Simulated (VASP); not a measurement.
## HfC under changes of volume

One of the cells (12.819 Å³/atom); the others are scaled copies at fixed shape and fractional positions:

```
Hf C
1.0
     0.00000    2.34040    2.34040
     2.34040    0.00000    2.34040
     2.34040    2.34040    0.00000
Hf C
1 1
Cartesian
  2.3404 2.3404 2.3404
  0.0000 0.0000 0.0000
```

```yaml
Program: VASP 6.6.1
Functional: PBE
Potentials_or_basis: VASP PAW PBE potentials, release 64 (Hf_pv, C)
Cutoff: 520 eV
k_mesh: 10 × 10 × 10
Occupations: fermi-dirac, width 0.05 eV
Spin: no spin polarisation
```

```tsv
volume (Å³/atom)	energy over the lowest point (meV/atom)	pressure (GPa)
11.814	32.18	16.2
12.065	11.52	10.1
12.317	0.00	4.6
12.819	0.96	-4.9
13.071	11.92	-9.0
13.322	?	?
```

Q: What does the run at 13.322 Å³/atom give?

A: Energy over the lowest point 29.00 meV/atom; pressure -12.7 GPa.

Worked out: A Birch-Murnaghan fit of order 3 (a polynomial in V^(-2/3)) to the other rows has its minimum at 12.55 Å³/atom with B0 = V·E''(V) = 239 GPa and B' = 4.2. It gives 28.89 meV/atom at 13.322 Å³/atom, against the run's 29.00, and -dE/dV = -12.6 GPa, against -12.7.

Energies are extrapolated to zero smearing.
